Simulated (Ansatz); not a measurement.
## MgI2: from a trial structure to a relaxed crystal

The calculation used DFT PBE, scalar-relativistic, plane waves, PAW in Ansatz 0.2.0. Cutoff 420 eV, Γ-centred k mesh, Gaussian smearing, no spin polarisation in the final step.

The start puts MgI2 on the MoSi2 (C11b) structure type (I4/mmm, No. 139), with Mg in place of Mo, I in place of Si, at a guessed volume.

```yaml
crystal:
  lattice:
    - [-2.17381, 2.17381, 5.33264]
    - [2.17381, -2.17381, 5.33264]
    - [2.17381, 2.17381, -5.33264]
  atoms:
    - { symbol: Mg, position: [0.00000, 0.00000, 0.00000] }
    - { symbol: I, position: [0.66500, 0.66500, 0.00000] }
    - { symbol: I, position: [0.33500, 0.33500, 0.00000] }
```

Cell and atoms relax at zero pressure; the relaxation can't lower the symmetry of the start. After a coarse first stage the cell is made exact in the group found at 0.06 Å.

Energies over the elements count from the elements' standard structures at the same level, with no empirical corrections.

(1) What does it relax into?

(2) What are its volume, energy, density and gap?

Results:

(1) It keeps I4/mmm (No. 139), but not the shape of the type it started on. Conventional cell: a = 3.788 Å, c = 15.530 Å. Around Mg lie 8 I at 3.23 Å and 4 Mg at 3.79 Å; I has 4 Mg at 3.23 Å and 5 I at 3.62–3.79 Å.

Space group I4/mmm (No. 139). a = 3.788 Å, b = 3.788 Å, c = 15.530 Å, α = 90.00°, β = 90.00°, γ = 90.00°
```json
{"atom": "Mg", "site": "2a", "symmetry": "4/mmm", "x": "0.0000", "y": "0.0000", "z": "0.0000"}
{"atom": "I", "site": "4e", "symmetry": "4mm", "x": "0.5000", "y": "0.5000", "z": "0.1166"}
```

(2) The volume per atom is 37.1 Å³ and the density is 4.1 g/cm³. The energy over the elements is -0.615 eV/atom. The gap on the 14×14×14 mesh is 0.36 eV.

The final run used a 14×14×14 mesh on its 3-atom cell and 0.02 eV smearing. Weakly bound directions are ill-defined at this level, which has no dispersion term. Spin–orbit coupling is left out. A structure relaxed within its symmetry needn't be a true minimum.

Cost: 3 runs of about 8.3 core-minutes in all, on Arm Neoverse V1 (shared hosts).